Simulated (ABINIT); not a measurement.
# HgTe (Coloradoite) (F-43m) in ABINIT: notebook

One crystal, HgTe (Coloradoite), is run at these levels: PBE; tasks: band structure.

Program: ABINIT 10.8.3 (patched build). These are calculated values, not measurements. Logs are shortened: lines on timing, memory, paths and dates and some standing lists are left out, and cuts for length are marked. The log counts tension as positive stress, the text compression.

### 1 Starting point

The structure is cubic, space group F-43m (No. 216). Conventional cell: a = 6.429 Å, b = 6.429 Å, c = 6.429 Å, α = 90.00°, β = 90.00°, γ = 90.00°. Hg (site symmetry -43m) has 4 Te at 2.78 Å as nearest neighbours. Te (site symmetry -43m) is surrounded by 4 Hg at 2.78 Å.

### 2 Band structure, PBE

run.abi

```
# Datasets: ground state, then fixed potential
ndtset 2

# Pseudopotentials
pp_dirpath "./"
pseudos "Hg.GGA_PBE-JTH.xml, Te.GGA_PBE-JTH.xml"

# Structure
acell 8.5906751133 8.5906751133 8.5906751133
rprim
     0.0000000000     0.7071067812     0.7071067812
     0.7071067812     0.0000000000     0.7071067812
     0.7071067812     0.7071067812     0.0000000000
ntypat 2
znucl 80 52
natom 2
typat 1 2
xred
     0.0000000000     0.0000000000     0.0000000000
     0.7500000000     0.7500000000     0.7500000000

# Plane-wave basis
ecut 19.0
pawecutdg 38.0
pawxcdev 0

# Exchange and correlation
ixc 11

# Bands and occupations
occopt 3
tsmear 0.05 eV

# SCF cycle
nstep 100

# Output
iomode 3
prtwf 0
prteig 0
prtebands 0
enunit 1
prtden1 1

# Dataset 1
kptopt1 1
ngkpt1 7 7 7
nshiftk1 1
shiftk1 0.0 0.0 0.0
nband1 13
tolvrs1 1.0e-9

# Dataset 2: bands along G-X-W-K-G-L-U-W-L-K
iscf2 -2
getden2 1
nband2 19
nbdbuf2 4
tolwfr2 1.0e-11
kptopt2 -9
ndivsm2 5
prteig2 1
kptbounds2
     0.0000000000     0.0000000000     0.0000000000
     0.5000000000     0.0000000000     0.5000000000
     0.5000000000     0.2500000000     0.7500000000
     0.3750000000     0.3750000000     0.7500000000
     0.0000000000     0.0000000000     0.0000000000
     0.5000000000     0.5000000000     0.5000000000
     0.6250000000     0.2500000000     0.6250000000
     0.5000000000     0.2500000000     0.7500000000
     0.5000000000     0.5000000000     0.5000000000
     0.3750000000     0.3750000000     0.7500000000
```

Potentials or basis: JTH PAW PBE v2.0.

The run is started by

```bash
$ abinit run.abi > log 2>&1
```

run.abo:

```text
.Version 10.8.3 of ABINIT
 DATASET    1 : space group F-4 3 m (#216); Bravais cF (face-center cubic)
================================================================================
 Values of the parameters that define the memory need for DATASET  1.
     intxc =       0    ionmov =       0      iscf =      17    lmnmax =      18
     lnmax =       6     mgfft =      36  mpssoang =       3    mqgrid =    3001
     natom =       2  nloc_mem =       2    nspden =       1   nspinor =       1
    nsppol =       1      nsym =      24    n1xccc =       1    ntypat =       2
    occopt =       3   xclevel =       2
       mpw =        1796          nfft =       46656          nkpt =          20
 PAW method is used; the additional fine FFT grid is defined by:
   mgfftf=        48    nfftf =    110592
================================================================================
================================================================================

 DATASET    2 : space group F-4 3 m (#216); Bravais cF (face-center cubic)
================================================================================
 Values of the parameters that define the memory need for DATASET  2.
     intxc =       0    ionmov =       0      iscf =      -2    lmnmax =      18
     lnmax =       6     mgfft =      36  mpssoang =       3    mqgrid =    3001
     natom =       2  nloc_mem =       2    nspden =       1   nspinor =       1
    nsppol =       1      nsym =      24    n1xccc =       1    ntypat =       2
    occopt =       3   xclevel =       2
       mpw =        1807          nfft =       46656          nkpt =          87
 PAW method is used; the additional fine FFT grid is defined by:
   mgfftf=        48    nfftf =    110592
================================================================================
================================================================================

--------------------------------------------------------------------------------
------------- Echo of variables that govern the present computation ------------
--------------------------------------------------------------------------------
 -outvars: echo values of preprocessed input variables --------
            acell      8.5906751133E+00  8.5906751133E+00  8.5906751133E+00 Bohr
              amu      2.00590000E+02  1.27600000E+02
             ecut      1.90000000E+01 Hartree
           enunit           1
           getden1          0
           getden2          1
             iscf1         17
             iscf2         -2
                       outvar_i_n : Printing only first  50 k-points.
              ixc          11
           jdtset        1    2
                       outvar_i_n : Printing only first  50 k-points.
           kptopt1          1
           kptopt2         -9
         kptrlatt        7    0    0      0    7    0      0    0    7
          kptrlen1     6.01347258E+01
          kptrlen2     3.00000000E+01
            natom           2
            nband1         13
            nband2         19
           nbdbuf1          0
           nbdbuf2          4
           ndtset           2
           ndivsm1          0
           ndivsm2          5
            ngfft          36      36      36
          ngfftdg          48      48      48
             nkpt1         20
             nkpt2         87
            nstep         100
             nsym          24
           ntypat           2
           occopt           3
        pawecutdg      3.80000000E+01 Hartree
         pawxcdev           0
        prtebands           0
           prteig1          0
           prteig2          1
            prtwf           0
            rprim      0.0000000000E+00  7.0710678120E-01  7.0710678120E-01
                       7.0710678120E-01  0.0000000000E+00  7.0710678120E-01
                       7.0710678120E-01  7.0710678120E-01  0.0000000000E+00
           shiftk1     0.00000000E+00  0.00000000E+00  0.00000000E+00
           shiftk2     5.00000000E-01  5.00000000E-01  5.00000000E-01
          spgroup         216
           tolvrs1     1.00000000E-09
           tolvrs2     0.00000000E+00
           tolwfr1     0.00000000E+00
           tolwfr2     1.00000000E-11
           tsmear      1.83746611E-03 Hartree
            typat      1  2
           useylm           1
                       outvars : Printing only first  50 k-points.
           xangst      0.0000000000E+00  0.0000000000E+00  0.0000000000E+00
                       4.8217499968E+00  4.8217499968E+00  4.8217499968E+00
[... 254 lines left out ...]
 Non-SCF case, kpt    1 (  0.00000  0.00000  0.00000), residuals and eigenvalues=
  5.70E-12  6.66E-12  5.40E-12  3.71E-12  2.78E-12  4.61E-12  7.93E-12  6.44E-12
  5.99E-12  6.68E-12  3.37E-12  4.83E-12  9.08E-12  6.75E-12  7.72E-12  2.08E-09
  3.23E-12  5.88E-12  9.00E-12
 -5.4422E-01 -3.7239E-01 -3.7239E-01 -3.7239E-01 -3.5226E-01 -3.5226E-01
 -1.2370E-01 -9.9290E-02 -9.9290E-02 -9.9290E-02  5.6870E-02  5.6870E-02
  5.6870E-02  1.4577E-01  2.6528E-01  2.6528E-01  2.7566E-01  2.7566E-01
  2.7566E-01
 Non-SCF case, kpt    2 (  0.03571  0.00000  0.03571), residuals and eigenvalues=
  6.09E-12  5.20E-12  6.39E-12  5.91E-12  6.27E-12  4.50E-12  6.71E-12  8.48E-12
  8.10E-12  9.89E-12  7.01E-12  4.19E-12  7.19E-12  5.49E-12  4.15E-12  9.94E-10
[... 671 lines left out ...]
  9.69E-12  8.84E-12  6.78E-12  8.44E-12  7.66E-12  9.72E-12  7.98E-12  7.58E-12
  2.64E-09  1.06E-07  3.18E-06
 -5.1609E-01 -3.6532E-01 -3.6203E-01 -3.5579E-01 -3.5111E-01 -3.3256E-01
 -3.0191E-01 -2.0985E-01 -1.6711E-01 -1.5545E-02  5.7358E-02  1.5689E-01
  1.6066E-01  1.8659E-01  2.6139E-01  3.4926E-01  3.8570E-01  4.0502E-01
  4.2179E-01
 Non-SCF case, kpt   87 (  0.37500  0.37500  0.75000), residuals and eigenvalues=
  8.25E-12  8.61E-12  9.01E-12  6.60E-12  4.76E-12  7.71E-12  5.08E-12  4.54E-12
  9.31E-12  7.29E-12  9.28E-12  5.37E-12  9.52E-12  6.39E-12  7.35E-12  5.34E-11
  2.69E-08  5.84E-08  5.33E-08
 -5.1560E-01 -3.6517E-01 -3.6145E-01 -3.5649E-01 -3.5087E-01 -3.3130E-01
 -3.0344E-01 -2.0947E-01 -1.7060E-01 -1.6491E-02  4.9379E-02  1.6338E-01
  1.7040E-01  1.8825E-01  2.6725E-01  3.5681E-01  3.9669E-01  4.0135E-01
  4.1001E-01

--- !ResultsGS
iteration_state: {dtset: 2, }
comment   : Summary of ground state results
lattice_vectors:
- [  0.0000000,   6.0745246,   6.0745246, ]
- [  6.0745246,   0.0000000,   6.0745246, ]
- [  6.0745246,   6.0745246,   0.0000000, ]
lattice_lengths: [   8.59068,    8.59068,    8.59068, ]
lattice_angles: [ 60.000,  60.000,  60.000, ] # degrees, (23, 13, 12)
lattice_volume:   4.4829809E+02
convergence: {deltae:  0.000E+00, res2:  0.000E+00, residm:  9.999E-12, diffor:  0.000E+00, }
etotal    :  -5.05495369E+01
entropy   :   0.00000000E+00
fermie    :  -9.77981419E-02
cartesian_stress_tensor: null
pressure_GPa: null
xred      :
- [  0.0000E+00,   0.0000E+00,   0.0000E+00, Hg]
- [  7.5000E-01,   7.5000E-01,   7.5000E-01, Te]
cartesian_forces: null
force_length_stats: {min: null, max: null, mean: null, }
...

 Integrated electronic density in atomic spheres:
 ------------------------------------------------
 Atom  Sphere_radius  Integrated_density
    1        2.40020          9.98008561
    2        2.31107          3.12853630

================================================================================

 ----iterations are completed or convergence reached----

 Mean square residual over all n,k,spin=   68.866E-13; max=  99.994E-13
 reduced coordinates (array xred) for    2 atoms
       0.000000000000      0.000000000000      0.000000000000
       0.750000000000      0.750000000000      0.750000000000

 cartesian coordinates (angstrom) at end:
    1      0.00000000000000     0.00000000000000     0.00000000000000
    2      4.82174999680108     4.82174999680108     4.82174999680108
 length scales=  8.590675113300  8.590675113300  8.590675113300 bohr
              =  4.545989493146  4.545989493146  4.545989493146 angstroms
 Eigenvalues (   eV  ) for nkpt=  87  k points:
 kpt#   1, nband= 19, wtk=  1.00000, kpt=  0.0000  0.0000  0.0000 (reduced coord)
 -14.80888  -10.13316  -10.13316  -10.13316   -9.58550   -9.58550   -3.36592   -2.70182
  -2.70182   -2.70182    1.54751    1.54751    1.54751    3.96658    7.21856    7.21856
   7.50101    7.50101    7.50101
 kpt#   2, nband= 19, wtk=  1.00000, kpt=  0.0357  0.0000  0.0357 (reduced coord)
 -14.79993  -10.13257  -10.12948  -10.12948   -9.58699   -9.58451   -3.59026   -2.74704
  -2.74704   -2.47976    1.45876    1.60604    1.60604    4.10266    6.70589    7.22554
   7.53900    7.53900    7.92452
 kpt#   3, nband= 19, wtk=  1.00000, kpt=  0.0714  0.0000  0.0714 (reduced coord)
 -14.77338  -10.13051  -10.11854  -10.11854   -9.59130   -9.58160   -3.98522   -2.87474
  -2.87474   -2.09440    1.24158    1.77388    1.77388    4.45997    6.08030    7.24642
   7.65264    7.65264    8.29893
 kpt#   4, nband= 19, wtk=  1.00000, kpt=  0.1071  0.0000  0.1071 (reduced coord)
 -14.73018  -10.12622  -10.10059  -10.10059   -9.59787   -9.57690   -4.40812   -3.06546
  -3.06546   -1.69714    0.97751    2.03227    2.03227    4.93353    5.52776    7.28136
   7.84130    7.84130    8.56411
 kpt#   5, nband= 19, wtk=  1.00000, kpt=  0.1429  0.0000  0.1429 (reduced coord)
[... 317 lines left out ...]
  -4.29858   -0.47155    1.76812    3.69390    3.91169    5.54643    7.08302    8.19224
   9.85941   10.93125   12.19435
 kpt#  85, nband= 19, wtk=  1.00000, kpt=  0.4028  0.4028  0.6944 (reduced coord)
 -14.06559   -9.94856   -9.87325   -9.66351   -9.55845   -9.10147   -8.16694   -5.63048
  -4.43037   -0.42027    1.70854    4.01748    4.04631    5.27765    7.05696    8.89991
  10.17451   11.05990   11.82257
 kpt#  86, nband= 19, wtk=  1.00000, kpt=  0.3889  0.3889  0.7222 (reduced coord)
 -14.04350   -9.94088   -9.85139   -9.68164   -9.55412   -9.04938   -8.21537   -5.71029
  -4.54728   -0.42301    1.56079    4.26933    4.37191    5.07747    7.11266    9.50396
  10.49553   11.02126   11.47747
 kpt#  87, nband= 19, wtk=  1.00000, kpt=  0.3750  0.3750  0.7500 (reduced coord)
 -14.03030   -9.93686   -9.83548   -9.70062   -9.54771   -9.01504   -8.25705   -5.69988
  -4.64232   -0.44875    1.34367    4.44569    4.63680    5.12262    7.27219    9.70930
  10.79453   10.92131   11.15692

== END DATASET(S) ==============================================================
================================================================================

 -outvars: echo values of variables after computation  --------
            acell      8.5906751133E+00  8.5906751133E+00  8.5906751133E+00 Bohr
           etotal1    -5.0549536941E+01
            fcart1     2.7704279225E-30 -1.7315174516E-31 -2.7704279225E-30
                      -2.7704279225E-30  1.7315174516E-31  2.7704279225E-30
            rprim      0.0000000000E+00  7.0710678120E-01  7.0710678120E-01
                       7.0710678120E-01  0.0000000000E+00  7.0710678120E-01
                       7.0710678120E-01  7.0710678120E-01  0.0000000000E+00
           strten1    -1.6264766092E-04 -1.6264766092E-04 -1.6264766092E-04
                       0.0000000000E+00  0.0000000000E+00  0.0000000000E+00
           xangst      0.0000000000E+00  0.0000000000E+00  0.0000000000E+00
                       4.8217499968E+00  4.8217499968E+00  4.8217499968E+00
             xred      0.0000000000E+00  0.0000000000E+00  0.0000000000E+00
                       7.5000000000E-01  7.5000000000E-01  7.5000000000E-01
 Calculation completed.
```

It took 1.8 min on 1 thread of Arm Neoverse V2, shared host; peak memory 0.14 GiB.

Results:

```
Free energy                                           : -1375.5230 eV
Pressure                                              : 4.8 GPa
Band gap on the k mesh                                : none (metal or under the smearing width)
Valence electrons inside the program's atomic spheres : Hg 9.98; Te 3.13
```

Levels at the corners of the path, in eV from the Fermi level:
| point | band 5 | band 6 | band 7 | band 8 | band 9 | band 10 | band 11 | band 12 | band 13 | band 14 |
| --- | --- | --- | --- | --- | --- | --- | --- | --- | --- | --- |
| Γ | -6.92 | -6.92 | -0.70 | -0.04 | -0.04 | -0.04 | 4.21 | 4.21 | 4.21 | 6.63 |
| X | -6.84 | -6.45 | -5.56 | -2.38 | -2.38 | 1.85 | 2.42 | 8.28 | 9.06 | 9.06 |
| W | -6.96 | -6.26 | -5.66 | -2.79 | -2.66 | 3.13 | 4.60 | 5.34 | 6.20 | 9.67 |
| K | -6.89 | -6.35 | -5.60 | -3.04 | -1.98 | 2.21 | 4.00 | 7.11 | 7.30 | 7.78 |
| Γ | -6.92 | -6.92 | -0.70 | -0.04 | -0.04 | -0.04 | 4.21 | 4.21 | 4.21 | 6.63 |
| L | -6.90 | -6.60 | -5.63 | -1.06 | -1.06 | 0.67 | 5.04 | 5.04 | 6.91 | 8.01 |
| U | -6.89 | -6.35 | -5.60 | -3.04 | -1.98 | 2.21 | 4.00 | 7.11 | 7.30 | 7.78 |
| W | -6.96 | -6.26 | -5.66 | -2.79 | -2.66 | 3.13 | 4.60 | 5.34 | 6.20 | 9.67 |
| L | -6.90 | -6.60 | -5.63 | -1.06 | -1.06 | 0.67 | 5.04 | 5.04 | 6.91 | 8.01 |
| K | -6.89 | -6.35 | -5.60 | -3.04 | -1.98 | 2.21 | 4.00 | 7.11 | 7.30 | 7.78 |

Caveat: spin-orbit coupling is left out, which moves the levels of the heavy elements.

### 3 Band structure, PBE, spin-orbit coupling, no magnetisation

Edit run.abi of step 2 so:

```diff
@@ -33,2 +33,7 @@
 
+# Spin
+nspinor 2
+nspden 1
+pawspnorb 1
+
 # SCF cycle
@@ -45,3 +50,3 @@
 # Dataset 1
-kptopt1 1
+kptopt1 4
 ngkpt1 7 7 7
@@ -49,3 +54,3 @@
 shiftk1 0.0 0.0 0.0
-nband1 13
+nband1 26
 tolvrs1 1.0e-9
@@ -55,4 +60,4 @@
 getden2 1
-nband2 19
-nbdbuf2 4
+nband2 38
+nbdbuf2 8
 tolwfr2 1.0e-11
```

Potentials or basis: JTH PAW PBE v2.0.

The run is started by

```bash
$ abinit run.abi > log 2>&1
```

Wall time 9.6 min (1 thread of Arm Neoverse V2, shared host); peak memory 0.28 GiB.

The run converged. Its results:

- Free energy: -1375.9619 eV
- Pressure: 4.4 GPa
- Band gap on the k mesh: none (metal or under the smearing width)
- Valence electrons inside the program's atomic spheres: Hg 9.98; Te 3.13

Levels at the corners of the path, in eV from the Fermi level:
| point | band 16 | band 17 | band 18 | band 19 | band 20 | band 21 |
| --- | --- | --- | --- | --- | --- | --- |
| Γ | -0.76 | -0.01 | -0.01 | -0.01 | -0.01 | 3.10 |
| X | -2.73 | -2.55 | -2.55 | 1.64 | 1.64 | 2.18 |
| W | -2.94 | -2.91 | -2.81 | 2.68 | 3.12 | 4.33 |
| K | -3.28 | -2.24 | -2.21 | 1.90 | 2.06 | 3.72 |
| Γ | -0.76 | -0.01 | -0.01 | -0.01 | -0.01 | 3.10 |
| L | -1.56 | -1.04 | -1.04 | 0.44 | 0.44 | 4.49 |
| U | -3.28 | -2.24 | -2.21 | 1.90 | 2.06 | 3.72 |
| W | -2.94 | -2.91 | -2.81 | 2.68 | 3.12 | 4.33 |
| L | -1.56 | -1.04 | -1.04 | 0.44 | 0.44 | 4.49 |
| K | -3.28 | -2.24 | -2.21 | 1.90 | 2.06 | 3.72 |
